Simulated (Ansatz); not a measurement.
# What a trial cell of Ga3P relaxes into

All numbers below come from Ansatz 0.2.0, DFT PBE, scalar-relativistic, plane waves, PAW. Cutoff 420 eV, Γ-centred k mesh, Gaussian smearing, no spin polarisation in the final step.

The start puts Ga3P on the A15 structure type (Pm-3n, No. 223), with P in place of Si, Ga in place of Cr, at a guessed volume.

```
CELL_PARAMETERS angstrom
5.25359 0.00000 0.00000
0.00000 5.25359 0.00000
0.00000 0.00000 5.25359
ATOMIC_POSITIONS crystal
Ga 0.00000 0.50000 0.25000
Ga 0.00000 0.50000 0.75000
Ga 0.25000 0.00000 0.50000
Ga 0.75000 0.00000 0.50000
Ga 0.50000 0.75000 0.00000
Ga 0.50000 0.25000 0.00000
P 0.00000 0.00000 0.00000
P 0.50000 0.50000 0.50000
```

Cell and atoms relax at zero pressure; the relaxation can't lower the symmetry of the start.

The zero of energy is the elements' standard structures at the same level; no fitted shifts are applied.

**Question.** Which crystal results?

**Answer.** It keeps Pm-3n (No. 223). The result has the A15 structure. Conventional cell: a = 5.313 Å. Ga is coordinated by 2 Ga at 2.66 Å, 4 P at 2.97 Å and 8 Ga at 3.25 Å; P has 12 Ga at 2.97 Å.

```
Ga P
1.0
     5.31252    0.00000    0.00000
     0.00000    5.31252    0.00000
     0.00000    0.00000    5.31252
Ga P
6 2
Direct
  0.00000 0.50000 0.25000
  0.00000 0.50000 0.75000
  0.25000 0.00000 0.50000
  0.75000 0.00000 0.50000
  0.50000 0.75000 0.00000
  0.50000 0.25000 0.00000
  0.00000 0.00000 0.00000
  0.50000 0.50000 0.50000
```

**Question.** What are its volume, energy, density and gap?

**Answer.** The volume per atom is 18.74 Å³, the density is 5.32 g/cm³ and the energy over the elements is 0.21 eV/atom. The gap on the 8×8×8 mesh is 0 eV (a metal).

The final run used a 8×8×8 mesh on its 8-atom cell and 0.10 eV smearing. The k mesh leaves about 4 meV/atom of noise in metals. Symmetry constrained the relaxation, so the result can be a saddle point. The steps took roughly 100 core-seconds in all.

Cost: 2 runs of about 1.7 core-minutes in all, on Intel Xeon Platinum 8259CL (Skylake/Cascade Lake) (shared hosts).